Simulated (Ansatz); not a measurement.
The calculation used DFT PBE, scalar-relativistic, plane waves, PAW (Ansatz). Cutoff 420 eV, Γ-centred meshes of about 0.25 Å⁻¹ or finer for metals and 0.3 Å⁻¹ for insulators (2π included), Gaussian smearing. No spin polarisation.

All energies are static (0 K, no zero-point motion).

Two relaxed structures of Al7N:

A.

```yaml
crystal:
  lattice:
    - [1.48778, 0.85897, 16.24197]
    - [-1.48778, 0.85897, 16.24197]
    - [0.00000, -1.71794, 16.24197]
  atoms:
    - { symbol: Al, position: [0.21359, 0.21359, 0.21359] }
    - { symbol: Al, position: [0.92708, 0.92708, 0.92708] }
    - { symbol: Al, position: [0.63892, 0.63892, 0.63892] }
    - { symbol: Al, position: [0.35940, 0.35940, 0.35940] }
    - { symbol: Al, position: [0.07521, 0.07521, 0.07521] }
    - { symbol: Al, position: [0.78752, 0.78752, 0.78752] }
    - { symbol: Al, position: [0.50047, 0.50047, 0.50047] }
    - { symbol: N, position: [0.67782, 0.67782, 0.67782] }
```

B.

```yaml
crystal:
  lattice:
    - [3.79205, 2.18934, 2.39703]
    - [-3.79205, 2.18934, 2.39703]
    - [0.00000, -4.37869, 2.39703]
  atoms:
    - { symbol: Al, position: [0.06788, 0.63510, 0.78233] }
    - { symbol: Al, position: [0.63510, 0.78233, 0.06788] }
    - { symbol: Al, position: [0.21767, 0.93212, 0.36490] }
    - { symbol: Al, position: [0.36490, 0.21767, 0.93212] }
    - { symbol: Al, position: [0.78233, 0.06788, 0.63510] }
    - { symbol: Al, position: [0.93212, 0.36490, 0.21767] }
    - { symbol: Al, position: [0.50000, 0.50000, 0.50000] }
    - { symbol: N, position: [0.00000, 0.00000, 0.00000] }
```

Question: Which form is favoured at zero pressure, and by what margin per atom?

Answer: A is lower, by 178 meV/atom. A has space group R3m (No. 160), 15.6 Å³/atom and no gap on its mesh; B has space group R-3 (No. 148), 14.9 Å³/atom and no gap. Counting Al atoms around N (those within 1.25 times the shortest such distance or 1.15 times the sum of covalent radii), A has N 4 and B has N 6. The lower one is the more open, so pressure narrows the difference. In A, Al on its first site has 12 Al at 2.84–2.98 Å; Al on its second site is surrounded by 12 Al at 2.79–2.98 Å; N has 4 Al at 1.87–1.90 Å; 5 more sites not described. In B, Al on a site of symmetry 1 is surrounded by 1 N at 2.08 Å and 12 Al at 2.84–2.98 Å; Al on a site of symmetry -3 is surrounded by 12 Al at 2.86–2.89 Å; around N lie 6 Al at 2.08 Å. Both come from trial cells of a structure search.

Trial moments fell under 0.15 μB along the way in R3m and R-3; another start might hold them. With atoms moved at random, A came back. B had no clear such test and can be a saddle point.
